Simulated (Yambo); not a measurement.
# AlN (Fm-3m) in Yambo: further runs, part 2 of 2

Yambo 5.3.0. Earlier steps stand in the parts before.

### 3 GW quasiparticle levels, PBE

gw1.in

```
gw0
dyson
el_el_corr
rim_cut
HF_and_locXC
ppa
em1d
RandQpts= 1000000
RandGvec= 50 RL
EXXRLvcs= 84 Ry
VXCRLvcs= 84 Ry
Chimod= "HARTREE"
% BndsRnXp
 1 | 154 |
%
NGsBlkXp= 12 Ry
% LongDrXp
 1 | 1 | 1 |
%
PPAPntXp= 27.21138 eV
% GbndRnge
 1 | 154 |
%
GTermKind= "BG"
DysSolver= "n"
ExtendOut
% QPkrange
 1 | 8 | 2 | 8 |
%
```

scf.in

```
&CONTROL
  calculation = 'scf'
  prefix = 'pwscf'
  outdir = './tmp'
  pseudo_dir = './pseudo'
/
&SYSTEM
  ibrav = 0
  nat = 2
  ntyp = 2
  ecutwfc = 84
  nbnd = 9
  occupations = 'smearing'
  smearing = 'fd'
  degauss = 0.00367493
  force_symmorphic = .true.
/
&ELECTRONS
  conv_thr = 4d-10
  electron_maxstep = 120
  mixing_beta = 0.5
/
ATOMIC_SPECIES
Al    26.9815 Al.upf
N     14.0070 N.upf
CELL_PARAMETERS angstrom
   0.0000000000    2.0345180000    2.0345180000
   2.0345180000    0.0000000000    2.0345180000
   2.0345180000    2.0345180000    0.0000000000
ATOMIC_POSITIONS crystal
Al     0.5000000000    0.5000000000    0.5000000000
N      0.0000000000    0.0000000000    0.0000000000
K_POINTS automatic
12 12 12 0 0 0
```

nscf.in

```
&CONTROL
  calculation = 'nscf'
  prefix = 'pwscf'
  outdir = './tmp'
  pseudo_dir = './pseudo'
/
&SYSTEM
  ibrav = 0
  nat = 2
  ntyp = 2
  ecutwfc = 84
  nbnd = 154
  occupations = 'fixed'
  force_symmorphic = .true.
/
&ELECTRONS
  conv_thr = 1d-08
  diago_full_acc = .true.
  diago_thr_init = 1d-06
/
ATOMIC_SPECIES
Al    26.9815 Al.upf
N     14.0070 N.upf
CELL_PARAMETERS angstrom
   0.0000000000    2.0345180000    2.0345180000
   2.0345180000    0.0000000000    2.0345180000
   2.0345180000    2.0345180000    0.0000000000
ATOMIC_POSITIONS crystal
Al     0.5000000000    0.5000000000    0.5000000000
N      0.0000000000    0.0000000000    0.0000000000
K_POINTS automatic
4 4 4 0 0 0
```

gw1_1.in

```
gw0
dyson
el_el_corr
rim_cut
HF_and_locXC
ppa
em1d
RandQpts= 1000000
RandGvec= 50 RL
EXXRLvcs= 84 Ry
VXCRLvcs= 84 Ry
Chimod= "HARTREE"
% BndsRnXp
 1 | 154 |
%
NGsBlkXp= 12 Ry
% LongDrXp
 1 | 1 | 1 |
%
PPAPntXp= 27.21138 eV
% GbndRnge
 1 | 154 |
%
GTermKind= "BG"
DysSolver= "n"
ExtendOut
% QPkrange
 1 | 8 | 2 | 8 |
%
GfnQPdb= "E < gw1/ndb.QP"
XfnQPdb= "E < gw1/ndb.QP"
```

gw1_2.in

```
gw0
dyson
el_el_corr
rim_cut
HF_and_locXC
ppa
em1d
RandQpts= 1000000
RandGvec= 50 RL
EXXRLvcs= 84 Ry
VXCRLvcs= 84 Ry
Chimod= "HARTREE"
% BndsRnXp
 1 | 154 |
%
NGsBlkXp= 12 Ry
% LongDrXp
 1 | 1 | 1 |
%
PPAPntXp= 27.21138 eV
% GbndRnge
 1 | 154 |
%
GTermKind= "BG"
DysSolver= "n"
ExtendOut
% QPkrange
 1 | 8 | 2 | 8 |
%
GfnQPdb= "E < gw1_1/ndb.QP"
XfnQPdb= "E < gw1_1/ndb.QP"
```

gw1_3.in

```
gw0
dyson
el_el_corr
rim_cut
HF_and_locXC
ppa
em1d
RandQpts= 1000000
RandGvec= 50 RL
EXXRLvcs= 84 Ry
VXCRLvcs= 84 Ry
Chimod= "HARTREE"
% BndsRnXp
 1 | 154 |
%
NGsBlkXp= 12 Ry
% LongDrXp
 1 | 1 | 1 |
%
PPAPntXp= 27.21138 eV
% GbndRnge
 1 | 154 |
%
GTermKind= "BG"
DysSolver= "n"
ExtendOut
% QPkrange
 1 | 8 | 2 | 8 |
%
GfnQPdb= "E < gw1_2/ndb.QP"
XfnQPdb= "E < gw1_2/ndb.QP"
```

gw1_4.in

```
gw0
dyson
el_el_corr
rim_cut
HF_and_locXC
ppa
em1d
RandQpts= 1000000
RandGvec= 50 RL
EXXRLvcs= 84 Ry
VXCRLvcs= 84 Ry
Chimod= "HARTREE"
% BndsRnXp
 1 | 154 |
%
NGsBlkXp= 12 Ry
% LongDrXp
 1 | 1 | 1 |
%
PPAPntXp= 27.21138 eV
% GbndRnge
 1 | 154 |
%
GTermKind= "BG"
DysSolver= "n"
ExtendOut
% QPkrange
 1 | 8 | 2 | 8 |
%
GfnQPdb= "E < gw1_3/ndb.QP"
XfnQPdb= "E < gw1_3/ndb.QP"
```

Potentials or basis: PseudoDojo 0.4.1 SR PBE standard.

Run with:

```bash
> OMP_NUM_THREADS=1 pw.x -in scf.in > scf.out
> OMP_NUM_THREADS=1 pw.x -in nscf.in > nscf.out
> cd tmp/pwscf.save; p2y; mv SAVE ../..; cd ../..
> OMP_NUM_THREADS=1 yambo
> mkdir -p gw1; ln -s $PWD/gw0/ndb.RIM gw1/
> OMP_NUM_THREADS=1 yambo -F gw1.in -J gw1 -C gw1_out
> mkdir -p gw1_1; ln -s $PWD/gw0/ndb.RIM gw1_1/
> OMP_NUM_THREADS=1 yambo -F gw1_1.in -J gw1_1 -C gw1_1_out
> # levels in gw1_1/ndb.QP reset to Eo + Z (Sx + Sc(Eo) - Vxc - shift), the shift holding the valence top or Fermi level at zero
> mkdir -p gw1_2; ln -s $PWD/gw0/ndb.RIM gw1_2/
> OMP_NUM_THREADS=1 yambo -F gw1_2.in -J gw1_2 -C gw1_2_out
> # levels in gw1_2/ndb.QP reset to Eo + Z (Sx + Sc(Eo) - Vxc - shift), the shift holding the valence top or Fermi level at zero
> mkdir -p gw1_3; ln -s $PWD/gw0/ndb.RIM gw1_3/
> OMP_NUM_THREADS=1 yambo -F gw1_3.in -J gw1_3 -C gw1_3_out
> # levels in gw1_3/ndb.QP reset to Eo + Z (Sx + Sc(Eo) - Vxc - shift), the shift holding the valence top or Fermi level at zero
> mkdir -p gw1_4; ln -s $PWD/gw0/ndb.RIM gw1_4/
> OMP_NUM_THREADS=1 yambo -F gw1_4.in -J gw1_4 -C gw1_4_out
> # levels in gw1_4/ndb.QP reset to Eo + Z (Sx + Sc(Eo) - Vxc - shift), the shift holding the valence top or Fermi level at zero
```

Yambo's report:

```text
[... sections 02.01 to 02.04 as in the set-up run ...]

  [02.05] Energies & Occupations
  ==============================

  [X] === General ===
  [X] Electronic Temperature                        :  0.000000  0.000000 [eV K]
  [X] Bosonic    Temperature                        :  0.000000  0.000000 [eV K]
  [X] Finite Temperature mode                       : no
  [X] El. density                                   :  0.47498E+24 [cm-3]
  [X] Fermi Level                                   :  10.94062 [eV]

  [X] === Gaps and Widths ===
  [X] Conduction Band Min                           :  4.485720 [eV]
  [X] Valence Band Max                              :  0.000000 [eV]
  [X] Filled Bands                                  :   4
  [X] Empty Bands                                   :    5  154
  [X] Direct Gap                                    :  5.423195 [eV]
  [X] Direct Gap localized at k                     :  1
  [X] Indirect Gap                                  :  4.485720 [eV]
  [X] Indirect Gap between kpts                     :   1   7
  [X] Last valence band width                       :  3.845244 [eV]
  [X] 1st conduction band width                     :  3.790421 [eV]

 [03] Transferred momenta grid and indexing
 ==========================================

 IBZ Q-points                                      :   8
 BZ  Q-points                                      :   64

 K/Q-points units:
 rlu = crystal or reduced units; cc = cartesian coordinates; iku = interal k-units

 Q [1]          [rlu]:  0.000000  0.000000  0.000000
 Q [2]          [rlu]: -0.42975E-17 -0.42975E-17  0.25000
 Q [3]          [rlu]:  0.85950E-17  0.85950E-17 -0.50000
[... 262 lines left out ...]
  - So : Sc(Eo)     - S   : Sc(E)
  - dSp: Sc derivative precision

  - lXC: Local XC (Perdew, Burke & Ernzerhof(X)+Perdew, Burke & Ernzerhof(C))
  -nlXC: non-Local XC (Hartree-Fock)

  QP [eV] @ K [1] (iku):  0.000000  0.000000  0.000000
   B=2 Eo= -0.00 E= -0.78 E-Eo= -0.78 Re(Z)=0.80 Im(Z)=-0.990715E-3 nlXC= -21.2350 lXC= -17.5396 So=  2.72275
   B=3 Eo= -0.00 E= -0.79 E-Eo= -0.79 Re(Z)=0.80 Im(Z)=-0.990700E-3 nlXC= -21.2350 lXC= -17.5396 So=  2.71123
   B=4 Eo=  0.00 E= -0.78 E-Eo= -0.78 Re(Z)=0.80 Im(Z)=-0.990695E-3 nlXC= -21.2350 lXC= -17.5396 So=  2.72513
   B=5 Eo=  5.42 E=  6.07 E-Eo=  0.65 Re(Z)=0.82 Im(Z)=-0.947968E-3 nlXC= -9.13171 lXC= -14.5347 So= -4.60432
   B=6 Eo= 12.15 E= 12.77 E-Eo=  0.62 Re(Z)=0.74 Im(Z)=  0.02853 nlXC= -4.52037 lXC=-10.52860 So= -5.17043
   B=7 Eo= 12.15 E= 12.76 E-Eo=  0.61 Re(Z)=0.74 Im(Z)=  0.02844 nlXC= -4.52040 lXC=-10.52860 So= -5.18239
   B=8 Eo= 12.15 E= 12.76 E-Eo=  0.61 Re(Z)=0.74 Im(Z)=  0.02847 nlXC= -4.52039 lXC=-10.52860 So= -5.18437
[... 55 lines left out ...]
  QP [eV] @ K [8] (iku): -0.500000  0.250000  0.000000
   B=2 Eo= -5.59 E= -6.94 E-Eo= -1.35 Re(Z)=0.79 Im(Z)=-0.117878E-2 nlXC= -19.2866 lXC= -13.9462 So=  3.64191
   B=3 Eo= -5.59 E= -6.93 E-Eo= -1.34 Re(Z)=0.79 Im(Z)=-0.118064E-2 nlXC= -19.2866 lXC= -13.9462 So=  3.64906
   B=4 Eo= -3.85 E= -4.98 E-Eo= -1.13 Re(Z)=0.80 Im(Z)=-0.233083E-2 nlXC= -19.0964 lXC= -14.5660 So=  3.11577
   B=5 Eo=  7.94 E=  8.77 E-Eo=  0.83 Re(Z)=0.83 Im(Z)=-0.325328E-3 nlXC= -7.51750 lXC= -13.2563 So= -4.73874
   B=6 Eo= 10.62 E= 11.58 E-Eo=  0.96 Re(Z)=0.81 Im(Z)=-0.136543E-2 nlXC= -7.13350 lXC= -13.6243 So= -5.31475
   B=7 Eo= 10.62 E= 11.58 E-Eo=  0.96 Re(Z)=0.81 Im(Z)=-0.123792E-2 nlXC= -7.13352 lXC= -13.6243 So= -5.31062
   B=8 Eo= 12.08 E= 12.62 E-Eo=  0.55 Re(Z)=0.81 Im(Z)=-0.196588E-2 nlXC= -4.88026 lXC= -11.2994 So= -5.74665

  [WR./gw1//ndb.QP]---------------------------------------------------------------
   Lattice constants                                :  3.844682  3.844682  3.844682
   Coulomb cutoff potential                         : none
   Electronic Temperature                           :  0.000000 [K]
   Bosonic    Temperature                           :  0.000000 [K]
   Green`s function   energies                      : Perdew, Burke & Ernzerhof(X)+Perdew, Burke & Ernzerhof(C)
   wavefunctions                                    : Perdew, Burke & Ernzerhof(X)+Perdew, Burke & Ernzerhof(C)
   PPA    diel. fun.  energies                      : Perdew, Burke & Ernzerhof(X)+Perdew, Burke & Ernzerhof(C)
   wavefunctions                                    : Perdew, Burke & Ernzerhof(X)+Perdew, Burke & Ernzerhof(C)
   QP tot states                                    :   56
   GW solver                                        : Newton
   GW approximation                                 : PPA
   PPA imaginary Energy                             :  27.21138 ev
   RIM G`s                                          :   51
   RIM random pts                                   :  1000000
   dS/dw steps                                      :  2
   dS/dw step                                       :  0.100000 ev
   X G`s                                            :   89 used
   X G`s                                            :   89 disk
   X bands                                          :    1  154
   X poles                                          :  100.0000 o/o
   X e/h E range                                    : -1.000000 -1.000000 ev
   X Hxc Kernel                                     : HARTREE
   X BZ energy Double Grid                          : no
   X Optical Averaged directions                    : none
   Sc/G bands                                       :    1  154
   Sc/G damping                                     :  0.100000 ev
   Sc bands terminator                              : yes
   Sc terminator kind                               : BG
   Sc Terminator pole                               :  40.81708
   Sx RL components                                 :  1471

   QP @ state[ 1 ] K range                          :   1   8
   QP @ state[ 1 ] b range                          :   2   8
   GF energies kind                                 : Perdew, Burke & Ernzerhof(X)+Perdew, Burke & Ernzerhof(C)
   GF WF`s kind                                     : Perdew, Burke & Ernzerhof(X)+Perdew, Burke & Ernzerhof(C)
   Xs energies kind                                 : Perdew, Burke & Ernzerhof(X)+Perdew, Burke & Ernzerhof(C)
   Xs WF`s kind                                     : Perdew, Burke & Ernzerhof(X)+Perdew, Burke & Ernzerhof(C)
```

o-gw1.qp:

```text
# GW solver                                       : Newton
# GW approximation                                : PPA
# PPA imaginary Energy                            :   27.2113800    [ev]
[... 85 lines left out ...]
         8                  7                 10.62413           11.58405           0.959922          -13.62427          -7.133516          -5.310617          -5.530827          -6.241585           0.813420          -0.001238          -15.78193           41.70669
         8                  8                 12.07601           12.62291           0.546900          -11.29938          -4.880261          -5.746647          -5.872216          -6.245236           0.813329          -0.001966          -17.23912           38.18130
#
```

o-gw1_4.qp:

```text
# GW solver                                       : Newton
# GW approximation                                : PPA
# PPA imaginary Energy                            :   27.2113800    [ev]
[... 85 lines left out ...]
         8                  7                 10.62413           12.58030           1.956174          -13.62427          -7.133516          -4.626757          -4.972971          -4.815468           0.849626          -0.003730          -7.614023           86.44732
         8                  8                 12.07601           13.57093           1.494924          -11.29938          -4.880261          -5.024311          -5.278489          -4.626497           0.854685          -0.617655E-3       -11.85704           55.51232
#
```

Run time: 17 min. Hardware: 1 thread of Arm Neoverse V2, shared host; peak memory 0.34 GiB.

What came out:

```
Band gap on the k mesh, mean-field level          : 4.49 eV, indirect (least direct gap 5.42 eV)
Quasiparticle gap                                 : 6.33 eV
Least direct quasiparticle gap                    : 7.47 eV
Quasiparticle gap at Γ                            : 7.47 eV
Band gap of the same states before the correction : 4.49 eV
```

Quasiparticle terms (eV):
| k point | band | Kohn-Sham level | Vxc | Σx | Σc | Z | result |
| --- | --- | --- | --- | --- | --- | --- | --- |
| (0.000, 0.000, 0.000) | 2 | 0.00 | -17.54 | -21.23 | 2.63 | 0.83 | 0.00 |
| (0.000, 0.000, 0.000) | 3 | 0.00 | -17.54 | -21.23 | 2.62 | 0.83 | -0.01 |
| (0.000, 0.000, 0.000) | 4 | 0.00 | -17.54 | -21.23 | 2.63 | 0.83 | 0.00 |
| (0.000, 0.000, 0.000) | 5 | 5.42 | -14.53 | -9.13 | -4.06 | 0.85 | 7.47 |
| (0.000, 0.000, 0.000) | 6 | 12.15 | -10.53 | -4.52 | -4.55 | 0.87 | 14.34 |
| (0.000, 0.000, 0.000) | 7 | 12.15 | -10.53 | -4.52 | -4.56 | 0.87 | 14.33 |
| (0.000, 0.000, 0.000) | 8 | 12.15 | -10.53 | -4.52 | -4.56 | 0.87 | 14.33 |
| (0.000, 0.000, 0.250) | 2 | -4.29 | -15.15 | -20.12 | 3.20 | 0.82 | -4.86 |
| (0.000, 0.000, 0.250) | 3 | -0.57 | -17.15 | -21.00 | 2.70 | 0.83 | -0.64 |
| (0.000, 0.000, 0.250) | 4 | -0.57 | -17.15 | -21.00 | 2.71 | 0.83 | -0.63 |
| (0.000, 0.000, 0.250) | 5 | 6.73 | -13.05 | -7.54 | -4.19 | 0.86 | 8.78 |
| (0.000, 0.000, 0.250) | 6 | 10.98 | -14.10 | -7.38 | -4.78 | 0.85 | 13.52 |
| (0.000, 0.000, 0.250) | 7 | 12.24 | -10.73 | -4.62 | -4.69 | 0.86 | 14.39 |
| (0.000, 0.000, 0.250) | 8 | 12.24 | -10.73 | -4.62 | -4.70 | 0.86 | 14.38 |
| (0.000, 0.000, -0.500) | 2 | -8.17 | -13.13 | -19.30 | 3.89 | 0.81 | -9.17 |
| (0.000, 0.000, -0.500) | 3 | -1.04 | -16.91 | -20.92 | 2.80 | 0.83 | -1.17 |
| (0.000, 0.000, -0.500) | 4 | -1.04 | -16.91 | -20.92 | 2.80 | 0.83 | -1.17 |
| (0.000, 0.000, -0.500) | 5 | 6.04 | -12.18 | -6.99 | -4.05 | 0.86 | 7.95 |
| (0.000, 0.000, -0.500) | 6 | 10.92 | -10.49 | -4.67 | -4.56 | 0.87 | 12.94 |
| (0.000, 0.000, -0.500) | 7 | 10.92 | -10.49 | -4.67 | -4.57 | 0.87 | 12.93 |

Caveat: the k mesh is coarse (spacing up to 0.67 Å⁻¹), so the values aren't converged; between passes the levels were reset to the linearisation about the Kohn-Sham level, since this version mixes two points of expansion; the levels printed in its table differ; this version prints the column dSc/dw multiplied by 27.2; the terminator is approximate in this version, by hundredths of an eV.
